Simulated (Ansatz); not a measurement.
# α-quartz-type GeO₂ (metastable phase)

Calculation: PBE (plane waves, PAW; Ansatz, a first-principles code).

Settings: plane-wave cutoff 520 eV, 12×12×6 k mesh (along the axes of the cell as run), Fermi–Dirac smearing 0.01 eV, scalar-relativistic PAW data made under PBE.

Cell (relaxed at this level):

```
CELL_PARAMETERS angstrom
      2.54616    -4.41008     0.00000
      2.54616     4.41008     0.00000
      0.00000     0.00000     5.76859
ATOMIC_POSITIONS crystal
  Ge 0.00000 0.45563 0.33333
  Ge 0.54437 0.54437 0.00000
  Ge 0.45563 0.00000 0.66667
  O  0.29819 0.39732 0.24186
  O  0.60268 0.90087 0.90853
  O  0.70181 0.09913 0.42481
  O  0.90087 0.60268 0.09147
  O  0.39732 0.29819 0.75814
  O  0.09913 0.70181 0.57519
```

```json
{
 "bulk_modulus": "36.8 GPa",
 "band_gap": "3.22 eV (indirect)",
 "smallest_direct_gap_on_the_k_points_sampled": "3.30 eV"
}
```

Measured, for comparison: bulk modulus 42 GPa (room temperature, not corrected to a static lattice, from measured elastic constants; as tabulated in Sevik and Bulutay (2007), arXiv:cond-mat/0610176). Computed (rounded) less measured: bulk modulus -12 %.

Note: the bulk modulus comes from volumes at which shape and atoms were relaxed.

Spin–orbit coupling is not included.

Static lattice: no zero-point or thermal effects.

It cost about 50 core-minutes (a rough figure) of CPU time.
